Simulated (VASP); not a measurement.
# TaN (P6_3/mmc) in VASP: a series of runs, part 2 of 3

VASP 6.6.1.

**4. Core levels, PBEsol**

Contents of INCAR:

```
ALGO = Fast ; EDIFF = 1E-7
ENCUT = 520 ; GGA = PS
ICORELEVEL = 1 ; ISIF = 2
ISMEAR = 0 ; LASPH = T
LCHARG = F ; LREAL = F
LWAVE = F ; NELM = 80
PREC = Accurate ; SIGMA = 0.02
```

Contents of KPOINTS:

```
k-points
0
Gamma
  10 10 5
```

Contents of POSCAR:

```
TaN
1.0
    2.9217699809      0.0000000000      0.0000000000
   -1.4608849905      2.5303270275      0.0000000000
    0.0000000000      0.0000000000      5.9165150000
Ta N
2 2
Direct
    0.0000000000      0.0000000000      0.5000000000
    0.0000000000      0.0000000000      0.0000000000
    0.3333333333      0.6666666667      0.2500000000
    0.6666666667      0.3333333333      0.7500000000
```

Potentials or basis: VASP PAW PBE potentials, release 64 (Ta_pv, N).

Run with:

```bash
$ cat potpaw_PBE.64/Ta_pv/POTCAR potpaw_PBE.64/N/POTCAR > POTCAR
$ mpirun -np 1 vasp_std > vasp.out
```

OUTCAR:

```text
EDIFF = 1E-7
   ENCUT = 520
   GGA = PS
   ISIF = 2
   ISMEAR = 0
   LASPH = T
   LREAL = F
   NELM = 80
   PREC = Accurate

 ion  position               nearest neighbor table
   1  0.000  0.000  0.500-   3 2.24   4 2.24   4 2.24   3 2.24   4 2.24   3 2.24   2 2.96   2 2.96

   2  0.000  0.000  0.000-   3 2.24   4 2.24   4 2.24   3 2.24   4 2.24   3 2.24   1 2.96   1 2.96

   3  0.333  0.667  0.250-   1 2.24   2 2.24   1 2.24   2 2.24   1 2.24   2 2.24
   4  0.667  0.333  0.750-   1 2.24   2 2.24   1 2.24   2 2.24   1 2.24   2 2.24

  LATTYP: Found a hexagonal cell.
 ALAT       =     2.9217699809
 C/A-ratio  =     2.0249763119

  Lattice vectors:

 A1 = (   2.9217699809,   0.0000000000,   0.0000000000)
 A2 = (  -1.4608849905,   2.5303270275,   0.0000000000)
 A3 = (   0.0000000000,   0.0000000000,   5.9165150000)

Analysis of symmetry for initial positions (statically):
=====================================================================
 Subroutine PRICEL returns:
 Original cell was already a primitive cell.

 Routine SETGRP: Setting up the symmetry group for a
 hexagonal supercell.

 Subroutine GETGRP returns: Found 24 space group operations
 (whereof 12 operations were pure point group operations)
 out of a pool of 24 trial point group operations.

The static configuration has the point symmetry D_3d.
 The point group associated with its full space group is D_6h.

Analysis of symmetry for dynamics (positions and initial velocities):
=====================================================================
 Subroutine PRICEL returns:
 Original cell was already a primitive cell.

 Routine SETGRP: Setting up the symmetry group for a
 hexagonal supercell.

 Subroutine GETGRP returns: Found 24 space group operations
[... 137 lines left out ...]
   LEPSILON=     F    determine dielectric tensor
   LRPA    =     F    only Hartree local field effects (RPA)
 non-spin polarized calculation
 RMM-DIIS sequential band-by-band and
 Gauss-broadening in eV      SIGMA  =   0.02
  energy-cutoff  :      520.00
  volume of cell :       43.74
 maximum number of plane-waves:      1223
 NGX is ok and might be reduce to    24
   NGX = 11   NGY = 11   NGZ = 23

 number of electron      32.0000005 magnetization

 Free energy of the ion-electron system (eV)
  ---------------------------------------------------
  ext. energy  EPLUGINS =         0.00000000
  ---------------------------------------------------
  free energy    TOTEN  =       -46.73120723 eV

  energy without entropy =      -46.73094653  energy(sigma->0) =      -46.73107688

 the core state eigenenergies are
   1-  1s -67330.3940  2s -11556.1536  2p -10123.3299  3s  -2637.6953  3p  -2211.7375
       3d  -1715.4701  4s   -527.7701  4p   -388.0888  4d   -209.4811  4f    -12.1280
       5s    -60.3664
   2-  1s -67330.3940  2s -11556.1536  2p -10123.3299  3s  -2637.6953  3p  -2211.7375
       3d  -1715.4701  4s   -527.7701  4p   -388.0888  4d   -209.4811  4f    -12.1280
       5s    -60.3664
   3-  1s   -370.1651
   4-  1s   -370.1651

 E-fermi :   7.9159     XC(G=0): -13.4265

 val. band max:        7.9056018224   @ k =   0.1000   0.1000   0.4000
 cond. band min:       7.9503352618   @ k =   0.1000   0.0000   0.2000
 fundamental gap:      0.0447334394
 Fermi energy:         7.9158729020

 k-point     1 :       0.0000    0.0000    0.0000
  band No.  band energies     occupation
      1     -27.6042      2.00000
      2     -26.8529      2.00000
      3     -26.5994      2.00000
      4     -26.5994      2.00000
      5     -26.5381      2.00000
      6     -26.5381      2.00000
[... 268 lines left out ...]
 k-point    13 :       0.4000    0.2000    0.0000
  band No.  band energies     occupation
      1     -27.5471      2.00000
      2     -27.4191      2.00000
      3     -27.3164      2.00000
      4     -27.0873      2.00000
      5     -26.9931      2.00000

------------------------ aborting loop because EDIFF is reached ----------------------------------------

  FORCE on cell =-STRESS in cart. coord.  units (eV):
  Direction    XX          YY          ZZ          XY          YZ          ZX
  --------------------------------------------------------------------------------------
  -------------------------------------------------------------------------------------
  Total       -2.5506189     -2.5506189     -2.7992618      0.0000000     -0.0000000      0.0000000
  in kB      -93.4259485    -93.4259485   -102.5334206      0.0000000     -0.0000000      0.0000000
  external PRESSURE =     -96.4617725 kB  Pullay stress =       0.0000000 kB

 VOLUME and BASIS-vectors are now :
 -----------------------------------------------------------------------------
  energy-cutoff  :      520.00
  volume of cell :       43.74
      direct lattice vectors                 reciprocal lattice vectors
     2.921769981  0.000000000  0.000000000     0.342258291  0.197602916  0.000000000
    -1.460884991  2.530327027  0.000000000     0.000000000  0.395205833  0.000000000
     0.000000000  0.000000000  5.916515000     0.000000000  0.000000000  0.169018417

 POSITION                                       TOTAL-FORCE (eV/Angst)
 -----------------------------------------------------------------------------------
      0.00000      0.00000      2.95826        -0.000000      0.000000     -0.000000
      0.00000      0.00000      0.00000        -0.000000      0.000000     -0.000000
     -0.00000      1.68688      1.47913        -0.000000      0.000000      0.000000
      1.46088      0.84344      4.43739         0.000000     -0.000000     -0.000000
 -----------------------------------------------------------------------------------
    total drift:                               -0.000000      0.000000      0.000000

  FREE ENERGIE OF THE ION-ELECTRON SYSTEM (eV)
  ---------------------------------------------------
  free  energy   TOTEN  =       -46.7312072283 eV

  energy  without entropy=      -46.7309465324  energy(sigma->0) =      -46.73107688
```

stdout:

```text
POSCAR found type information on POSCAR TaN
 POSCAR found :  2 types and       4 ions
 scaLAPACK will be used
 -----------------------------------------------------------------------------
|                                                                             |
|                                                                             |
|     You enforced a specific xc type in the INCAR file but a different       |
|     I HOPE YOU KNOW WHAT YOU ARE DOING!                                     |
|                                                                             |
 -----------------------------------------------------------------------------

 LDA part: xc-table for (Slater+PW92), standard interpolation
 POSCAR, INCAR and KPOINTS ok, starting setup
 FFT: planning ... GRIDC
 FFT: planning ... GRID_SOFT
 FFT: planning ... GRID
 WAVECAR not read
 entering main loop
```

It took 32 s on 1 thread of Intel Xeon Platinum 8488C (Sapphire Rapids), shared host; peak memory 0.18 GiB.

What came out:

| Item | Value |
| --- | --- |
| Free energy | -46.7312 eV |
| Pressure | -9.6 GPa |
| Band gap on the k mesh | none (metal or under the smearing width) |

Levels at points of the mesh, in eV from the Fermi level:
| k point | band 12 | band 13 | band 14 | band 15 | band 16 | band 17 | band 18 | band 19 | band 20 |
| --- | --- | --- | --- | --- | --- | --- | --- | --- | --- |
| (0.00, 0.00, 0.00) | -4.27 | -3.44 | -1.92 | -1.92 | -0.21 | -0.21 | 0.57 | 0.57 | 2.43 |
| (0.50, 0.00, 0.00) | -5.34 | -4.10 | -3.68 | -2.74 | -2.09 | 2.84 | 3.98 | 5.03 | 5.92 |

Core levels (eV, on the scale of the bands):
```
atom                                                                                                                          levels
1 Ta  1s -67330.4, 2s -11556.2, 2p -10123.3, 3s -2637.7, 3p -2211.7, 3d -1715.5, 4s -527.8, 4p -388.1, 4d -209.5, 4f -12.1, 5s -60.4
2 Ta  1s -67330.4, 2s -11556.2, 2p -10123.3, 3s -2637.7, 3p -2211.7, 3d -1715.5, 4s -527.8, 4p -388.1, 4d -209.5, 4f -12.1, 5s -60.4
 3 N                                                                                                                       1s -370.2
 4 N                                                                                                                       1s -370.2
```

Caveat: the PAW data sets were made with another functional, which shifts forces and pressure a little. Spin-orbit coupling is left out, which matters for the levels of Ta.

**5. Phonons, PBEsol**

POSCAR is that of step 4.

Contents of INCAR.step1:

```
PREC = Accurate
ENCUT = 600
EDIFF = 1E-8
ISMEAR = 0
SIGMA = 0.02
LREAL = F
LASPH = T
NELM = 100
ALGO = Fast
ISIF = 3
LWAVE = F
LCHARG = F
GGA = PS
IBRION = 2
NSW = 40
EDIFFG = -0.002
```

Contents of INCAR.step2:

```
PREC = Accurate
ENCUT = 600
EDIFF = 1E-8
ISMEAR = 0
SIGMA = 0.02
LREAL = F
LASPH = T
NELM = 100
ALGO = Fast
ISIF = 2
LWAVE = F
LCHARG = F
GGA = PS
IBRION = 6
NFREE = 2
POTIM = 0.015
NSW = 1
```

Contents of KPOINTS:

```
Automatic mesh
0
Gamma
  7 7 4
```

Potentials or basis: VASP PAW PBE potentials, release 64 (Ta_pv, N).

Run with:

```bash
$ cat potpaw_PBE.64/Ta_pv/POTCAR potpaw_PBE.64/N/POTCAR > POTCAR
$ cp INCAR.step1 INCAR
$ mpirun -np 1 vasp_std > vasp.out
$ cp CONTCAR POSCAR
$ cp INCAR.step2 INCAR
$ mpirun -np 1 vasp_std > vasp.out
```

OUTCAR:

```text
PREC = Accurate
   ENCUT = 600
   EDIFF = 1E-8
   ISMEAR = 0
   LREAL = F
   LASPH = T
   NELM = 100
   ISIF = 2
   GGA = PS
   IBRION = 6
   NFREE = 2
   POTIM = 0.015
   NSW = 1

 ion  position               nearest neighbor table
   1  0.000  0.000  0.500-   3 2.22   4 2.22   4 2.22   3 2.22   4 2.22   3 2.22   2 2.94   2 2.94

   2  0.000  0.000  0.000-   3 2.22   4 2.22   4 2.22   3 2.22   4 2.22   3 2.22   1 2.94   1 2.94

   3  0.333  0.667  0.250-   1 2.22   2 2.22   1 2.22   2 2.22   1 2.22   2 2.22
   4  0.667  0.333  0.750-   1 2.22   2 2.22   1 2.22   2 2.22   1 2.22   2 2.22

  LATTYP: Found a hexagonal cell.
 ALAT       =     2.8882127141
 C/A-ratio  =     2.0346172892

  Lattice vectors:

 A1 = (   2.8882127141,   0.0000000000,   0.0000000000)
 A2 = (  -1.4441063571,   2.5012655820,   0.0000000000)
 A3 = (   0.0000000000,   0.0000000000,   5.8764075230)
[... 1068 lines left out ...]
  external PRESSURE =       0.2280162 kB  Pullay stress =       0.0000000 kB
[... 19 lines left out ...]
  FREE ENERGIE OF THE ION-ELECTRON SYSTEM (eV)
  ---------------------------------------------------
  free  energy   TOTEN  =       -46.7680899209 eV

  energy  without entropy=      -46.7678731543  energy(sigma->0) =      -46.76798154

 INTERNAL STRAIN TENSORS FROM DISPLACED ATOMS
 ============================================

 INTERNAL STRAIN TENSOR FOR ION    1 for displacements in x,y,z  (eV/Angst):
          X           Y           Z          XY          YZ          ZX
  --------------------------------------------------------------------------------
  x     0.00000     0.00000     0.00000     0.00000     0.00000     0.00000
  y     0.00000     0.00000     0.00000     0.00000     0.00000     0.00000
  z     0.00000     0.00000     0.00000     0.00000     0.00000     0.00000

 INTERNAL STRAIN TENSOR FOR ION    4 for displacements in x,y,z  (eV/Angst):
          X           Y           Z          XY          YZ          ZX
  --------------------------------------------------------------------------------
  x     0.00000    -0.00000     0.00000    -8.47270     0.00000     0.00000
  y    -8.47270     8.47270     0.00000    -0.00000     0.00000     0.00000
  z     0.00000    -0.00000    -0.00000     0.00000     0.00000     0.00000

 Eigenvectors and eigenvalues of the dynamical matrix
 ----------------------------------------------------

   1 f  =   16.865969 THz   105.972011 2PiTHz  562.588184 cm-1    69.752014 meV
             X         Y         Z           dx          dy          dz
      0.000000  0.000000  2.938204     0.000000   -0.000000    0.000000
      0.000000  0.000000  0.000000     0.000000   -0.000000    0.000000
     -0.000000  1.667510  1.469102     0.000000   -0.000000   -0.707107
      1.444106  0.833755  4.407306    -0.000000    0.000000    0.707107
[... 71 lines left out ...]
  12 f/i=    0.000742 THz     0.004664 2PiTHz    0.024759 cm-1     0.003070 meV
             X         Y         Z           dx          dy          dz
      0.000000  0.000000  2.938204     0.000000    0.000000    0.681233
      0.000000  0.000000  0.000000     0.000000    0.000000    0.681233
     -0.000000  1.667510  1.469102     0.000000    0.000000    0.189530
      1.444106  0.833755  4.407306     0.000000    0.000000    0.189530

 ELASTIC MODULI CONTR FROM IONIC RELAXATION (kBar)
 Direction    XX          YY          ZZ          XY          YZ          ZX
 --------------------------------------------------------------------------------
 XX        -411.9051    411.9051      0.0000      0.0000     -0.0000     -0.0000
 YY         411.9051   -411.9051     -0.0000      0.0000      0.0000      0.0000
 ZZ           0.0000     -0.0000     -0.0000      0.0000      0.0000      0.0000
 XY           0.0000      0.0000      0.0000   -411.9051      0.0000      0.0000
 YZ          -0.0000      0.0000      0.0000      0.0000     -0.0000     -0.0000
 ZX          -0.0000      0.0000      0.0000      0.0000     -0.0000     -0.0000
 --------------------------------------------------------------------------------
```

OSZICAR.step1:

```text
N       E                     dE             d eps       ncg     rms          rms(c)
DAV:   1     0.297819430464E+03    0.29782E+03   -0.19438E+04   960   0.188E+03
DAV:   2    -0.349171507363E+02   -0.33274E+03   -0.32305E+03  1120   0.500E+02
DAV:   3    -0.512458481527E+02   -0.16329E+02   -0.15840E+02  1224   0.101E+02
DAV:   4    -0.515857205112E+02   -0.33987E+00   -0.33730E+00  1200   0.136E+01
[... 88 lines left out ...]
RMM:   7    -0.467719535128E+02    0.22625E-05   -0.71323E-06  1002   0.179E-02    0.956E-03
RMM:   8    -0.467719535345E+02   -0.21604E-07   -0.58591E-07  1064   0.500E-03    0.607E-03
RMM:   9    -0.467719534918E+02    0.42602E-07   -0.62266E-08   770   0.169E-03    0.421E-03
RMM:  10    -0.467719534484E+02    0.43401E-07   -0.42782E-08   737   0.142E-03    0.125E-03
RMM:  11    -0.467719534408E+02    0.76643E-08   -0.30311E-08   681   0.980E-04
   6 F= -.46771953E+02 E0= -.46771845E+02  d E =-.610867E-03
```

It took 6.7 min on 1 thread of Intel Xeon Platinum 8488C (Sapphire Rapids), shared host; peak memory 0.26 GiB.

Results:

```
Relaxed volume                                          : 10.61 Å³/atom
Relaxed cell                                            : a = 2.888 Å, b = 2.888 Å, c = 5.876 Å, α = 90.00°, β = 90.00°, γ = 120.00°
Space group after relaxing (to 0.05 Å)                  : P6_3/mmc (No. 194)
Highest phonon frequency at Γ, LO-TO splitting left out : 563 cm⁻¹
```

The path:
```tsv
step	energy change (eV)	largest force (eV/Å)	pressure (GPa)	volume (Å³)
1	0.0000	0.0000	-9.83	43.74
2	0.1935	0.0000	28.44	39.63
3	-0.0407	0.0000	-0.18	42.49
4	-0.0407	0.0000	0.05	42.46
5	-0.0409	0.0000	-0.07	42.45
6	-0.0413	0.0000	-0.02	42.45
```

Final structure:
```yaml
crystal:
  lattice:
    - [2.88821, 0.00000, 0.00000]
    - [-1.44411, 2.50127, 0.00000]
    - [0.00000, 0.00000, 5.87641]
  atoms:
    - { symbol: Ta, position: [0.00000, 0.00000, 0.50000] }
    - { symbol: Ta, position: [0.00000, 0.00000, 0.00000] }
    - { symbol: N, position: [0.33333, 0.66667, 0.25000] }
    - { symbol: N, position: [0.66667, 0.33333, 0.75000] }
```

Phonon frequencies in cm⁻¹ (negative: imaginary):
| q point | frequencies |
| --- | --- |
| (0.000, 0.000, 0.000) | 0 0 0 148 148 269 425 425 505 505 523 563 |

Caveat: the PAW data sets were made with another functional, which shifts forces and pressure a little. The run has no spin-orbit coupling, so splittings on Ta are missing.

[end of part 2 of 3]
